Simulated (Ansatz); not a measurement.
# Which start gave this state of Fe?

System: Fe, a measured crystal structure (space group Fm-3m, primitive cell doubled); the cell holds 2 atoms. The computed pressure is over 10 GPa in size, so the cell is far from the computed equilibrium volume. Source: COD entry 9016025; it may be a high-temperature, high-pressure or metastable form.

```yaml
crystal:
  lattice:
    - [0.00000, 1.73750, 1.73750]
    - [3.47500, 0.00000, 3.47500]
    - [1.73750, 1.73750, 0.00000]
  atoms:
    - { symbol: Fe, position: [0.00000, 0.00000, 0.00000] }
    - { symbol: Fe, position: [0.00000, 0.50000, 0.00000] }
```

Site labels below count the atoms in this order, from 1.

Theory: DFT, r2SCAN, PAW, plane waves, scalar-relativistic (Ansatz development build ahead of 0.2.0).

```
Plane-wave cutoff : 500 eV
k-point mesh      : 11×6×11 (Γ-centred)
Occupations       : Fermi–Dirac smearing, 0.1 eV
```

Moments by site are taken inside atomic spheres; the rest lies between them.

r2SCAN tends to overstate moments and magnetic energies in itinerant metals.

The mesh has less symmetry than the lattice, which lowers the symmetry of the run.

In a plain SCF nothing is tried after convergence. Ends within 0.2 meV/atom and 0.1 μB count as one state.

One run gave this history:

```tsv
iteration	Harris–Foulkes energy + 8971 (eV)	largest residual (eV)	M (μB)	absolute moment (μB)
1	0.6646	1.18e+00	5.83	5.96
2	0.1320	1.28e-01	5.47	5.88
3	-0.1231	1.51e-02	5.39	5.86
4	-0.2036	5.29e-03	5.34	5.80
5	-0.2806	5.77e-04	5.28	5.71
6	-0.2919	3.28e-04	5.26	5.68
7	-0.2982	6.18e-05	5.25	5.66
8	-0.3008	5.25e-06	5.24	5.65
9	-0.3009	3.26e-06	5.23	5.65
10	-0.3012	5.70e-08	5.23	5.64
11	-0.3012	1.48e-08	5.23	5.64
12	-0.3012	3.10e-09	5.23	5.64
```

It ended ferromagnetic, site moments Fe1 2.71, Fe2 2.71 μB, total 5.23 μB per cell, no gap on the k-mesh.

**Question.** These set-ups ended in different states. Which one gave the run above?
A. opposed moments +-, plain SCF [Fe1 4.00, Fe2 -4.00 μB]
B. parallel moments, plain SCF [Fe1 4.00, Fe2 4.00 μB]
C. a moment on one site alone, plain SCF [Fe2 4.00 μB]

**Answer.** B. The others ended as follows, with energies against this run: “opposed moments +-, plain SCF” antiferromagnetic, +212 meV/atom; “a moment on one site alone, plain SCF” ferrimagnetic, +281 meV/atom.
